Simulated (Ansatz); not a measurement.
# C: moving C off its site

C, Fd-3m, a = 3.571 Å. Ansatz: PBE, PAW, 420 eV, Γ-centred 6×6×6 mesh on 8 atoms, Gaussian smearing 0.05 eV; no spin polarisation.

```
CELL_PARAMETERS angstrom
3.57148 0.00000 0.00000
0.00000 -3.57148 0.00000
0.00000 0.00000 -3.57148
ATOMIC_POSITIONS crystal
C 0.50000 0.00000 0.00000
C 0.00000 0.50000 0.00000
C 0.00000 0.00000 0.50000
C 0.50000 0.50000 0.50000
C 0.75000 0.75000 0.75000
C 0.25000 0.25000 0.75000
C 0.25000 0.75000 0.25000
C 0.75000 0.25000 0.25000
```

Atom 1 (C) moves by x along the unit vector (0.577, 0.577, 0.577), with its periodic images; all else is held. y is the free energy of the cell over the start, F the force along the path summed over the moved atoms.

| x (Å) | y (meV) | F (eV/Å) |
| --- | --- | --- |
| -0.200 | 747.7 | 6.89 |
| -0.160 | 493.9 | 5.78 |
| -0.120 | 286.8 | 4.55 |
| -0.080 | 131.6 | 3.18 |
| -0.040 | 34.0 | 1.67 |
| 0.000 | 0.0 | 0.00 |
| 0.080 | 150.6 | -3.90 |
| 0.120 | 351.3 | -6.18 |
| 0.160 | ? | ? |
| 0.200 | 1054.3 | -11.61 |

Question: Fit y = c2 x² + c3 x³ + c4 x⁴ to the energies of the other rows, give the force constant, and predict energy and force of the missing row.

Answer: Least squares on the rows shown. y = 21974 x² + 19119 x³ + 13821 x⁴. The force constant is 2 c2 = 43.9 eV/Å² (for all images moving together, not for a lone atom). The force −dy/dx at the missing row is -8.73 eV/Å (computed -8.73). At x = 0.160 the fit asked for gives 649.9 meV. The run gave 648.6 meV, so the fit is 1.3 meV too high, a small miss on the scale of the series.